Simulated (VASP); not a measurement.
# SnI2 (Fm-3m): band edges, masses and strain

Wanted: where the band edges of SnI2 lie, how heavy the carriers are and how strain moves the gap. The cell is generated by rule, not measured, and may not be a known phase.

Program: VASP 6.6.1. Level of theory: PBEsol; plane waves and PAW (Sn_d, I), in the first sound run; inputs show where later runs differ. Results are calculated unless marked as measured.

Report form: the programs' logs are mostly left out.

The structure was built from a prototype and need not be the compound's stable phase.

## (1) The starting structure

It takes space group Fm-3m (No. 225, cubic). The conventional cell has a = 7.566 Å, b = 7.566 Å, c = 7.566 Å, α = 90.00°, β = 90.00°, γ = 90.00°. Sn has 8 I at 3.28 Å nearest. Nearest to I lie 4 Sn at 3.28 Å. Farther neighbours and most contacts between anions are not listed.

As a file:

```cif
data_structure
_symmetry_space_group_name_H-M 'Fm-3m'
_symmetry_Int_Tables_number 225
_cell_length_a 7.5656
_cell_length_b 7.5656
_cell_length_c 7.5656
_cell_angle_alpha 90.000
_cell_angle_beta 90.000
_cell_angle_gamma 90.000
_cell_volume 433.04
loop_
_atom_site_label
_atom_site_type_symbol
_atom_site_symmetry_multiplicity
_atom_site_Wyckoff_symbol
_atom_site_fract_x
_atom_site_fract_y
_atom_site_fract_z
_atom_site_occupancy
Sn1 Sn 4 a 0.00000 0.00000 0.00000 1
I1 I 8 c 0.25000 0.75000 0.75000 1
```

## (2) Relaxation of the atoms

The cell is kept as given; the atoms are relaxed first, so that no residual force shifts the band edges.

The input, INCAR:

```
SYSTEM = SnI2
PREC = Accurate
ENCUT = 400
EDIFF = 1E-06
NELM = 100
ISMEAR = 0
SIGMA = 0.02
LREAL = .FALSE.
ALGO = Normal
GGA = PS
NBANDS = 20
LORBIT = 11
LWAVE = .FALSE.
LCHARG = .FALSE.
KPAR = 4
IBRION = 2
NSW = 40
ISIF = 2
EDIFFG = -0.005
```

The input, POSCAR:

```
SnI2
1.0
    0.0000000000      3.7828000000      3.7828000000
    3.7828000000      0.0000000000      3.7828000000
    3.7828000000      3.7828000000      0.0000000000
Sn I
1 2
Direct
    0.0000000000      0.0000000000      0.0000000000
    0.2500000000      0.2500000000      0.2500000000
    0.7500000000      0.7500000000      0.7500000000
```

The input, KPOINTS:

```
Automatic mesh
0
Gamma
6 6 6
0 0 0
```

Potentials, in the order of the species: Sn_d and I (PBE family, release 64).

Command:

```console
mpirun -np 4 vasp_std
```

Wall time 5.8 s (4 MPI ranks of AMD EPYC 9R45, shared host); peak memory 0.76 GiB; 21 s of CPU time.

The gap is read on the k-mesh alone, so it is an upper bound where the band edges lie off the mesh. The PAW data sets were made with PBE, which is usual practice but a small mismatch for other functionals. The run keeps the 48 symmetry operations of its start, so it cannot find a distortion of lower symmetry.

The forces vanish from the start, and no atom moves.

This step gave:

```
SCF cycles                     : 13
electrons                      : 28
bands                          : 20
irreducible k-points           : 16
symmetry operations            : 48
free energy (TOTEN)            : -8.845 eV
Fermi energy                   : 4.426 eV
pressure                       : 1.650 GPa
metallic                       : no
valence top at k               : 0.5, 0.5, 0
conduction bottom at k         : 0.1667, 0.1667, 0
least direct gap at k          : 0.5, 0.5, 0
gap on the k-mesh              : 1.267 eV
least direct gap on the k-mesh : 1.767 eV
```

## (3) Bands on a dense mesh

A dense even mesh and a path are solved together, since either alone can miss a band edge.

INCAR: that of step 2 with these lines changed.

```diff
@@ -10,3 +10,3 @@
 GGA = PS
-NBANDS = 20
+NBANDS = 27
 LORBIT = 11
@@ -15,5 +15,2 @@
 KPAR = 4
-IBRION = 2
-NSW = 40
 ISIF = 2
-EDIFFG = -0.005
```

POSCAR is that of step 2.

The input, KPOINTS:

```
Automatic mesh
0
Gamma
10 10 10
0 0 0
```

The input, KPOINTS_OPT:

```
Line mode
24
Line-mode
Reciprocal
  0.00000000   0.00000000   0.00000000 GAMMA
  0.50000000   0.00000000   0.50000000 X

  0.50000000   0.00000000   0.50000000 X
  0.50000000   0.25000000   0.75000000 W

  0.50000000   0.25000000   0.75000000 W
  0.37500000   0.37500000   0.75000000 K

  0.37500000   0.37500000   0.75000000 K
  0.00000000   0.00000000   0.00000000 GAMMA

  0.00000000   0.00000000   0.00000000 GAMMA
  0.50000000   0.50000000   0.50000000 L

  0.50000000   0.50000000   0.50000000 L
  0.62500000   0.25000000   0.62500000 U

  0.62500000   0.25000000   0.62500000 U
  0.50000000   0.25000000   0.75000000 W

  0.50000000   0.25000000   0.75000000 W
  0.50000000   0.50000000   0.50000000 L

  0.50000000   0.50000000   0.50000000 L
  0.37500000   0.37500000   0.75000000 K

  0.62500000   0.25000000   0.62500000 U
  0.50000000   0.00000000   0.50000000 X
```

Command:

```console
mpirun -np 4 vasp_std
```

Elapsed: 66 s, on 4 MPI ranks; peak memory 1.1 GiB.

This step gave:

* bands: 27
* irreducible k-points: 47
* Fermi energy: 4.476 eV
* pressure: 1.652 GPa
* least gap on mesh and path: 1.238 eV
* least direct gap on mesh and path: 1.767 eV
* valence top at k: 0.5, 0, 0.5
* conduction bottom at k: 0.2174, 0, 0.2174
* least direct gap at k: 0.5, 0, 0.5

The electronic bands at the labelled points (eV, zero at the valence-band top; v1 is the highest filled band, c1 the lowest empty one):

```tsv
point	v4	v3	v2	v1	c1	c2	c3	c4
Γ	-2.81	-1.60	-1.60	-1.60	1.57	1.57	1.57	5.23
0.48 of the way	-1.72	-1.53	-0.97	-0.97	1.25	2.70	2.70	5.70
X	-1.76	-0.42	-0.42	0.00	1.77	3.87	3.87	5.47
0.52 of the way	-1.47	-1.40	-0.36	-0.07	2.50	3.24	3.70	5.96
W	-2.70	-1.21	-0.26	-0.18	2.79	3.25	3.25	6.31
0.48 of the way	-2.06	-1.22	-0.50	-0.16	2.93	3.04	3.43	5.98
K	-1.51	-1.23	-0.93	-0.14	3.00	3.17	3.38	5.66
0.48 of the way	-2.65	-2.21	-0.81	-0.71	2.10	2.36	3.03	5.93
Γ	-2.81	-1.60	-1.60	-1.60	1.57	1.57	1.57	5.23
0.52 of the way	-2.90	-1.86	-1.86	-0.45	2.17	2.17	2.32	6.36
L	-2.77	-2.13	-2.13	-0.16	2.98	2.98	3.89	6.02
0.52 of the way	-2.37	-1.52	-0.98	-0.57	3.06	3.09	3.55	5.54
U	-1.51	-1.23	-0.93	-0.14	3.00	3.17	3.38	5.66
0.52 of the way	-2.06	-1.22	-0.50	-0.16	2.93	3.04	3.43	5.98
W	-2.70	-1.21	-0.26	-0.18	2.79	3.25	3.25	6.31
0.48 of the way	-2.78	-1.17	-0.85	-0.66	2.95	3.19	3.48	5.61
L	-2.77	-2.13	-2.13	-0.16	2.98	2.98	3.89	6.02
0.48 of the way	-2.44	-1.59	-1.09	-0.52	3.04	3.08	3.59	5.55
K	-1.51	-1.23	-0.93	-0.14	3.00	3.17	3.38	5.66
jump to U	-1.51	-1.23	-0.93	-0.14	3.00	3.17	3.38	5.66
0.48 of the way	-1.59	-0.84	-0.58	-0.04	2.25	3.55	3.72	5.71
X	-1.76	-0.42	-0.42	0.00	1.77	3.87	3.87	5.47
```

Of the projections kept (Sn, I), the largest for each band there; the rest of the weight can lie on other orbitals:

```tsv
point	v4	v3	v2	v1	c1	c2	c3	c4
Γ	I 0.97	I 0.75	I 0.75	I 0.75	Sn 0.53	Sn 0.53	Sn 0.53	I 0.72
X	I 0.59	I 0.98	I 0.98	I 1.00	Sn 0.78	Sn 0.70	Sn 0.70	I 0.69
W	I 0.83	I 0.63	I 0.98	I 1.00	Sn 0.79	Sn 0.65	Sn 0.65	I 0.64
K	I 0.84	I 0.63	I 0.98	I 0.99	Sn 0.59	Sn 0.74	Sn 0.70	I 0.73
Γ	I 0.97	I 0.75	I 0.75	I 0.75	Sn 0.53	Sn 0.53	Sn 0.53	I 0.72
L	I 0.87	I 0.97	I 0.97	I 0.74	Sn 0.62	Sn 0.62	Sn 0.67	I 0.88
```

At this level the gap is 1.24 eV. At 1.7 GPa the cell is away from the equilibrium volume of this level: left free, it would expand.

## (4) Effective masses

Masses follow from the curvature at each edge; two step lengths test the parabola and the numerical noise.

The input, INCAR:

```
SYSTEM = SnI2
PREC = Accurate
ENCUT = 400
EDIFF = 1E-08
NELM = 100
ISMEAR = 0
SIGMA = 0.02
LREAL = .FALSE.
ALGO = Normal
GGA = PS
NBANDS = 20
LORBIT = 11
LWAVE = .FALSE.
LCHARG = .FALSE.
KPAR = 4
```

POSCAR is that of step 3.

The input, KPOINTS:

```
Automatic mesh
0
Gamma
6 6 6
0 0 0
```

The input, KPOINTS_OPT:

```
points round the band edges
26
Reciprocal
  0.5000000000   0.0000000000   0.5000000000 1
  0.2173913000   0.0000000000   0.2173913000 1
  0.5000000000  -0.0048164105   0.4951835895 1
  0.5000000000   0.0048164105   0.5048164105 1
  0.4951835895   0.0000000000   0.4951835895 1
  0.5048164105   0.0000000000   0.5048164105 1
  0.4951835895  -0.0048164105   0.5000000000 1
  0.5048164105   0.0048164105   0.5000000000 1
  0.5000000000  -0.0180615396   0.4819384604 1
  0.5000000000   0.0180615396   0.5180615396 1
  0.4819384604   0.0000000000   0.4819384604 1
  0.5180615396   0.0000000000   0.5180615396 1
  0.4819384604  -0.0180615396   0.5000000000 1
  0.5180615396   0.0180615396   0.5000000000 1
  0.2173913000  -0.0048164105   0.2125748895 1
  0.2173913000   0.0048164105   0.2222077105 1
  0.2125748895   0.0000000000   0.2125748895 1
  0.2222077105   0.0000000000   0.2222077105 1
  0.2125748895  -0.0048164105   0.2173913000 1
  0.2222077105   0.0048164105   0.2173913000 1
  0.2173913000  -0.0180615396   0.1993297604 1
  0.2173913000   0.0180615396   0.2354528396 1
  0.1993297604   0.0000000000   0.1993297604 1
  0.2354528396   0.0000000000   0.2354528396 1
  0.1993297604  -0.0180615396   0.2173913000 1
  0.2354528396   0.0180615396   0.2173913000 1
```

Command:

```console
mpirun -np 4 vasp_std
```

Elapsed: 12 s, on 4 MPI ranks; peak memory 0.86 GiB.

Numbers from this step:

- SCF cycles: 18
- bands: 20
- irreducible k-points: 16
- Fermi energy: 4.425 eV
- pressure: 1.670 GPa

Central differences; holes have negative curvature. Effective masses along the Cartesian axes:

```tsv
edge	band from the gap	direction	step (Å⁻¹)	mass (electron masses)
VBM	-1	x	0.008	-2.347
VBM	-1	y	0.008	-0.254
VBM	-1	z	0.008	-2.347
VBM	-1	x	0.03	-2.349
VBM	-1	y	0.03	-0.2548
VBM	-1	z	0.03	-2.349
CBM	1	x	0.008	0.2442
CBM	1	y	0.008	0.6751
CBM	1	z	0.008	0.2442
CBM	1	x	0.03	0.2457
CBM	1	y	0.03	0.6778
CBM	1	z	0.03	0.2457
```

The run ends at a pressure of 1.67 GPa.

## (5) Bands with spin-orbit coupling

This step: PBEsol, spin-orbit coupling; plane waves and PAW (Sn_d, I); invented cell (VASP 6.6.1).

Spin-orbit coupling can split and shift the band edges, more so for heavy elements, so the bands are solved again with spinors.

The input, INCAR:

```
SYSTEM = SnI2
PREC = Accurate
ENCUT = 400
EDIFF = 1E-06
NELM = 100
ISMEAR = 0
SIGMA = 0.02
LREAL = .FALSE.
ALGO = Normal
GGA = PS
LNONCOLLINEAR = .TRUE.
MAGMOM = 0 0 0 0 0 0 0 0 0
NBANDS = 40
GGA_COMPAT = .FALSE.
LASPH = .TRUE.
LSORBIT = .TRUE.
LORBIT = 11
LWAVE = .FALSE.
LCHARG = .FALSE.
KPAR = 4
ISIF = 2
```

POSCAR is that of step 4.

KPOINTS is that of step 4.

The input, KPOINTS_OPT:

```
Line mode
16
Line-mode
Reciprocal
  0.00000000   0.00000000   0.00000000 GAMMA
  0.50000000   0.00000000   0.50000000 X

  0.50000000   0.00000000   0.50000000 X
  0.50000000   0.25000000   0.75000000 W

  0.50000000   0.25000000   0.75000000 W
  0.37500000   0.37500000   0.75000000 K

  0.37500000   0.37500000   0.75000000 K
  0.00000000   0.00000000   0.00000000 GAMMA

  0.00000000   0.00000000   0.00000000 GAMMA
  0.50000000   0.50000000   0.50000000 L

  0.50000000   0.50000000   0.50000000 L
  0.62500000   0.25000000   0.62500000 U

  0.62500000   0.25000000   0.62500000 U
  0.50000000   0.25000000   0.75000000 W

  0.50000000   0.25000000   0.75000000 W
  0.50000000   0.50000000   0.50000000 L

  0.50000000   0.50000000   0.50000000 L
  0.37500000   0.37500000   0.75000000 K

  0.62500000   0.25000000   0.62500000 U
  0.50000000   0.00000000   0.50000000 X
```

Command:

```console
mpirun -np 4 vasp_ncl
```

The job ended after 2.3 min (4 MPI ranks; peak memory 1.8 GiB; 9 min of CPU time).

LASPH is on here and off in the session's scalar semilocal runs, so a comparison with those holds both changes.

This step gave:

* SCF cycles: 14
* bands: 40
* free energy (TOTEN): -9.159 eV
* Fermi energy: 4.469 eV
* pressure: 1.733 GPa
* least gap on mesh and path: 1.175 eV
* least direct gap on mesh and path: 1.754 eV
* conduction bottom at k: 0, 0, 0
* least direct gap at k: 0.3667, 0, 0.3667

The spin moment in the PAW sphere vanishes on all atoms.

On-site spin-orbit energy by atom:

```tsv
atom	on-site spin-orbit energy (eV)
Sn1	-0.073
I2	-0.280
I3	-0.280
```

The electronic bands at the labelled points (eV, zero at the valence-band top; v1 is the highest filled band, c1 the lowest empty one):

```tsv
point	v4	v3	v2	v1	c1	c2	c3	c4
Γ	-1.31	-1.31	-1.31	-1.31	1.18	1.18	1.77	1.77
0.47 of the way	-1.01	-1.01	-0.68	-0.68	1.22	1.22	2.57	2.57
X	-0.05	-0.05	0.00	0.00	1.75	1.75	3.83	3.83
0.47 of the way	-0.26	-0.26	-0.04	-0.04	2.37	2.37	3.36	3.36
W	-0.24	-0.24	-0.10	-0.10	2.74	2.74	3.18	3.18
0.47 of the way	-0.42	-0.42	-0.11	-0.11	2.82	2.82	3.13	3.13
K	-0.77	-0.77	-0.10	-0.10	2.89	2.89	3.25	3.25
0.47 of the way	-0.99	-0.99	-0.43	-0.43	2.06	2.06	2.46	2.46
Γ	-1.31	-1.31	-1.31	-1.31	1.18	1.18	1.77	1.77
0.53 of the way	-1.59	-1.59	-0.36	-0.36	1.97	1.97	2.40	2.40
L	-1.86	-1.86	-0.10	-0.10	2.73	2.73	3.24	3.24
0.53 of the way	-0.98	-0.98	-0.43	-0.43	2.86	2.86	3.28	3.28
U	-0.77	-0.77	-0.10	-0.10	2.89	2.89	3.25	3.25
0.53 of the way	-0.42	-0.42	-0.11	-0.11	2.82	2.82	3.13	3.13
W	-0.24	-0.24	-0.10	-0.10	2.74	2.74	3.18	3.18
0.53 of the way	-0.99	-0.99	-0.44	-0.44	2.84	2.84	3.29	3.29
L	-1.86	-1.86	-0.10	-0.10	2.73	2.73	3.24	3.24
0.47 of the way	-1.11	-1.11	-0.38	-0.38	2.84	2.84	3.28	3.28
K	-0.77	-0.77	-0.10	-0.10	2.89	2.89	3.25	3.25
jump to U	-0.77	-0.77	-0.10	-0.10	2.89	2.89	3.25	3.25
0.47 of the way	-0.36	-0.36	-0.03	-0.03	2.25	2.25	3.56	3.56
X	-0.05	-0.05	0.00	0.00	1.75	1.75	3.83	3.83
```

Of the projections kept (Sn, I), the largest for each band there; the rest of the weight can lie on other orbitals:

```tsv
point	v4	v3	v2	v1	c1	c2	c3	c4
Γ	I 0.73	I 0.73	I 0.73	I 0.73	Sn 0.60	Sn 0.60	Sn 0.50	Sn 0.50
X	I 0.98	I 0.98	I 0.99	I 0.99	Sn 0.78	Sn 0.78	Sn 0.68	Sn 0.68
W	I 0.97	I 0.97	I 0.98	I 0.98	Sn 0.75	Sn 0.75	Sn 0.66	Sn 0.66
K	I 0.93	I 0.93	I 0.98	I 0.98	Sn 0.61	Sn 0.61	Sn 0.70	Sn 0.70
Γ	I 0.73	I 0.73	I 0.73	I 0.73	Sn 0.60	Sn 0.60	Sn 0.50	Sn 0.50
L	I 0.97	I 0.97	I 0.74	I 0.74	Sn 0.63	Sn 0.63	Sn 0.60	Sn 0.60
```

## (6) Effective masses with spin-orbit coupling

The masses are taken again with the coupling, at the edges of the step before.

INCAR: that of step 5 with these lines changed.

```diff
@@ -3,3 +3,3 @@
 ENCUT = 400
-EDIFF = 1E-06
+EDIFF = 1E-08
 NELM = 100
@@ -20,2 +20 @@
 KPAR = 4
-ISIF = 2
```

POSCAR is that of step 5.

KPOINTS is that of step 5.

The input, KPOINTS_OPT:

```
points round the band edges
26
Reciprocal
  0.5000000000   0.0000000000   0.5000000000 1
  0.0000000000   0.0000000000   0.0000000000 1
  0.5000000000  -0.0048164105   0.4951835895 1
  0.5000000000   0.0048164105   0.5048164105 1
  0.4951835895   0.0000000000   0.4951835895 1
  0.5048164105   0.0000000000   0.5048164105 1
  0.4951835895  -0.0048164105   0.5000000000 1
  0.5048164105   0.0048164105   0.5000000000 1
  0.5000000000  -0.0180615396   0.4819384604 1
  0.5000000000   0.0180615396   0.5180615396 1
  0.4819384604   0.0000000000   0.4819384604 1
  0.5180615396   0.0000000000   0.5180615396 1
  0.4819384604  -0.0180615396   0.5000000000 1
  0.5180615396   0.0180615396   0.5000000000 1
  0.0000000000  -0.0048164105  -0.0048164105 1
 -0.0000000000   0.0048164105   0.0048164105 1
 -0.0048164105   0.0000000000  -0.0048164105 1
  0.0048164105   0.0000000000   0.0048164105 1
 -0.0048164105  -0.0048164105   0.0000000000 1
  0.0048164105   0.0048164105   0.0000000000 1
  0.0000000000  -0.0180615396  -0.0180615396 1
 -0.0000000000   0.0180615396   0.0180615396 1
 -0.0180615396   0.0000000000  -0.0180615396 1
  0.0180615396   0.0000000000   0.0180615396 1
 -0.0180615396  -0.0180615396   0.0000000000 1
  0.0180615396   0.0180615396   0.0000000000 1
```

Command:

```console
mpirun -np 4 vasp_ncl
```

It took 56 s on 4 MPI ranks; peak memory 1.7 GiB; 3.7 min of CPU time.

Numbers from this step:

```yaml
scf_cycles: 18
pressure: 1.738 GPa
```

The spin moment in the PAW sphere vanishes on all atoms.

On-site spin-orbit energy by atom:

```tsv
atom	on-site spin-orbit energy (eV)
Sn1	-0.073
I2	-0.280
I3	-0.280
```

Central differences; holes have negative curvature. Effective masses along the Cartesian axes:

```tsv
edge	band from the gap	direction	step (Å⁻¹)	mass (electron masses)
VBM	-1	x	0.008	-3.332
VBM	-2	x	0.008	-3.332
VBM	-3	x	0.008	-0.2124
VBM	-4	x	0.008	-0.2124
VBM	-1	y	0.008	-0.296
VBM	-2	y	0.008	-0.296
VBM	-3	y	0.008	-0.6201
VBM	-4	y	0.008	-0.6201
VBM	-1	z	0.008	-3.332
VBM	-2	z	0.008	-3.332
VBM	-3	z	0.008	-0.2124
VBM	-4	z	0.008	-0.2124
VBM	-1	x	0.03	-3.248
VBM	-2	x	0.03	-3.248
VBM	-3	x	0.03	-0.2196
VBM	-4	x	0.03	-0.2196
VBM	-1	y	0.03	-0.3039
VBM	-2	y	0.03	-0.3039
VBM	-3	y	0.03	-0.593
VBM	-4	y	0.03	-0.593
VBM	-1	z	0.03	-3.248
VBM	-2	z	0.03	-3.248
VBM	-3	z	0.03	-0.2196
VBM	-4	z	0.03	-0.2196
CBM	1	x	0.008	0.7641
CBM	2	x	0.008	0.7641
CBM	1	y	0.008	0.7641
CBM	2	y	0.008	0.7641
CBM	1	z	0.008	0.7641
CBM	2	z	0.008	0.7641
CBM	1	x	0.03	0.7772
CBM	2	x	0.03	0.7772
CBM	1	y	0.03	0.7772
CBM	2	y	0.03	0.7772
CBM	1	z	0.03	0.7772
CBM	2	z	0.03	0.7772
```

## (7) Dielectric tensor, Born charges and zone-centre modes

This step: PBEsol; plane waves and PAW (Sn_d, I); invented cell (VASP 6.6.1).

Perturbation theory gives the screening, the Born charges and the zone-centre modes; it wants a tight threshold.

The input, INCAR:

```
SYSTEM = SnI2
PREC = Accurate
ENCUT = 400
EDIFF = 1E-08
NELM = 100
ISMEAR = 0
SIGMA = 0.02
LREAL = .FALSE.
ALGO = Normal
GGA = PS
NBANDS = 20
LORBIT = 11
LWAVE = .FALSE.
LCHARG = .FALSE.
KPAR = 4
IBRION = 8
LEPSILON = .TRUE.
```

POSCAR is that of step 6.

The input, KPOINTS:

```
Automatic mesh
0
Gamma
10 10 10
0 0 0
```

Command:

```console
mpirun -np 4 vasp_std
```

The job ended after 5.7 min (4 MPI ranks; peak memory 3.1 GiB).

Energies printed during the response cycles are not total energies of the cell.

This step gave:

* bands: 20
* irreducible k-points: 47
* pressure of the cell: 1.669 GPa
* largest force of the cell: 0 eV/Å
* Fermi energy: 4.465 eV
* valence top at k: 0.5, 0.5, 0
* conduction bottom at k: 0.2, 0.2, 0
* least direct gap at k: 0.5, 0.5, 0
* gap on the k-mesh: 1.239 eV

Electronic dielectric tensor with local fields:

```
9.11 0.00 0.00
0.00 9.11 0.00
0.00 0.00 9.11
```

Ionic part of the static dielectric tensor:

```
37.92  0.00  0.00
 0.00 37.92  0.00
 0.00  0.00 37.92
```

Born effective charge (e), principal values of the symmetric part by kind of site:

```tsv
atom	atoms with these values	low	middle	high	mean
Sn1	1	4.48	4.48	4.48	4.48
I2	2	-2.24	-2.24	-2.24	-2.24
```

In full for Sn1:

```
4.48 0.00 0.00
0.00 4.48 0.00
0.00 0.00 4.48
```

Infrared lines, with heights relative to the strongest:

```tsv
position (cm⁻¹)	lines merged	squared mode dipole, relative
54	3	100
97	3	0.0
```

Transverse limit, no LO-TO splitting. Modes at Γ, with each element's share of the kinetic energy:

```tsv
mode	frequency (cm⁻¹)	symmetry	IR	Sn %	I %
1	-0.2	acoustic	3.3e-6	32	68
2	-0.2	acoustic	3.3e-6	32	68
3	-0.2	acoustic	3.3e-6	32	68
4	54.5	T1u	0.25	68	32
5	54.5	T1u	0.25	68	32
6	54.5	T1u	0.25	68	32
7	97.5	T2g	0	0	100
8	97.5	T2g	0	0	100
9	97.5	T2g	0	0	100
```

Displacements in mode 5 (54.5 cm⁻¹), the largest set to 1:
```
Sn1 -0.37 -0.25  1.00
I2   0.17  0.12 -0.47
I3   0.17  0.12 -0.47
```

Displacements in mode 8 (97.5 cm⁻¹), the largest set to 1:
```
Sn1  0.00  0.00  0.00
I2  -0.39 -1.00  0.00
I3   0.39  1.00  0.00
```

[end of part 1 of 3]

[Lines on the potential files, build, host, timing and source positions are cut from VASP's logs without a mark.]

[Logs are printed without paths, hosts, clocks, repeated set-up lines and the standing remarks that a program may print on its own settings, such as how far it seeks lower states.]

[Hosts, paths, dates, database ids (printed as entryN), source tags and the programs' standing remarks are cut or masked in the printed files.]

[In band tables of VASP the shares of atoms and orbitals are scaled to a sum of 1 inside the atoms' spheres.]

[Gaps and slopes under strain along one axis are those of the sampled path and mesh points; where strain splits equal valleys, another of them can be the edge.]
